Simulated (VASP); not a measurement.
ZnS (Wurtzite-2H), 4 atoms in the cell. It takes space group P6_3mc (No. 186, hexagonal). The conventional cell has a = 3.811 Å, b = 3.811 Å, c = 6.234 Å, α = 90.00°, β = 90.00°, γ = 120.00°. Zn (site symmetry 3m) has 4 S at 2.31 to 2.40 Å as nearest neighbours. Around S (site symmetry 3m) lie 4 Zn at 2.31 to 2.40 Å. 

* Program: VASP 6.6.1
* Task: relaxation of cell and atoms
* Functional: PBE
* Dispersion: D3
* Potentials or basis: VASP PAW PBE potentials, release 64 (Zn, S)
* Cutoff: 600 eV
* k mesh: 8 × 8 × 5
* Occupations: fermi-dirac, width 0.05 eV
* Spin: no spin polarisation
* Further INCAR settings: ALGO = Normal; EDIFF = 1e-06; IBRION = 2; EDIFFG = -0.005; NSW = 60; ISIF = 3

Potentials or basis: VASP PAW PBE potentials, release 64 (Zn, S).

Launch:

```bash
$ cat potpaw_PBE.64/Zn/POTCAR potpaw_PBE.64/S/POTCAR > POTCAR
$ mpirun -np 1 vasp_std > vasp.out
```

Hardware: 1 thread of Intel(R) Xeon(R) Platinum 8488C (Sapphire Rapids), on a shared host.

**Question.** How long does it take, and how much memory?

**Answer.** It took 4 min on 1 thread of Intel(R) Xeon(R) Platinum 8488C (Sapphire Rapids) (shared host), peak memory 0.24 GiB. Counts: scf iterations 65, k points 30, ion steps 9.
